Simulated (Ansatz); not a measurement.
## LAPW volumes and bulk moduli in simple lattices

All-electron LAPW (Ansatz 0.2.0), scalar-relativistic, no spin, Fermi–Dirac smearing 0.136 eV, k-meshes of 8 to 18 points an axis; Birch–Murnaghan fits to pressures. Some or most of these lattices are hypothetical for the element, and V0 is the minimum nearest the starting volume; lattices without a usable fit are left out; mesh and smearing are coarse, and magnetic elements are treated as non-magnetic.

| element | lattice | functional | V0 (Å³/atom) | B0 (GPa) | B′ | k-points per axis |
| --- | --- | --- | --- | --- | --- | --- |
| Al | bcc | LDA | 16.24 | 74 | 4.4 | 14 |
| Al | bcc | PBEsol | 16.61 | 73 | 4.3 | 14 |
| Al | diamond | LDA | 26.36 | 41 | 4.1 | 8 |
| Al | diamond | PBE | 27.69 | 37 | 4.2 | 8 |
| Al | diamond | PBEsol | 26.97 | 40 | 4.1 | 8 |
| Al | fcc | LDA | 15.80 | 83 | 4.7 | 14 |
| Al | fcc | PBE | 16.49 | 77 | 4.7 | 14 |
| Al | sc | LDA | 19.31 | 61 | 4.3 | 12 |
| Al | sc | PBE | 20.18 | 56 | 4.3 | 12 |
| Al | sc | PBEsol | 19.72 | 60 | 4.3 | 12 |

(1) Give V0 and B0 for bcc Al in PBE.

(2) Give V0 and B0 for fcc Al in PBEsol.

Answers

(1) 16.96 Å³/atom and 68.4 GPa.

(2) 16.18 Å³/atom and 81.2 GPa.
